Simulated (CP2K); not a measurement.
Crystal: TiC.

```
Ti C
1.0
     3.06279    0.00000    0.00000
     1.53139    2.65245    0.00000
     1.53139    0.88415    2.50076
Ti C
1 1
Cartesian
  0.0000 0.0000 0.0000
  3.0628 1.7683 1.2504
```

The cell is a database's computed one.

Program: CP2K 2026.2. Alike in all runs: task band structure; no spin polarisation; cell as given; k mesh 11 × 11 × 11.

Task: Order these runs on this cell by their pressure, lowest first.
A. level r2SCAN; potentials or basis POTENTIAL_UZH Ti GTH-SCAN-q12, C GTH-SCAN-q4; TZVP-MOLOPT-SCAN-GTH basis; smearing fermi-dirac 0.1 eV; points a segment of the path (NPOINTS) 6; CUTOFF of the grids 675 Ry
B. level PBEsol; potentials or basis POTENTIAL_UZH Ti GTH-PBE-q12, C GTH-PBE-q4; TZVP-MOLOPT-PBE-GTH basis; smearing fermi-dirac 0.01 eV; points a segment of the path (NPOINTS) 6; CUTOFF of the grids 450 Ry
C. level LDA; potentials or basis GTH_POTENTIALS Ti GTH-PADE-q12, C GTH-PADE-q4; TZVP-MOLOPT-PBE-GTH basis; smearing fermi-dirac 0.0259 eV; points a segment of the path (NPOINTS) 10; CUTOFF of the grids 450 Ry

Result: C (-12.4 GPa), B (-5.5 GPa), A (0.4 GPa).

Caveats: the basis of atomic orbitals isn't converged, which shifts pressures, moduli and gaps; the potentials were made for another functional, which shifts forces and pressure (some runs).

Runs at the PBE level aren't shown here.
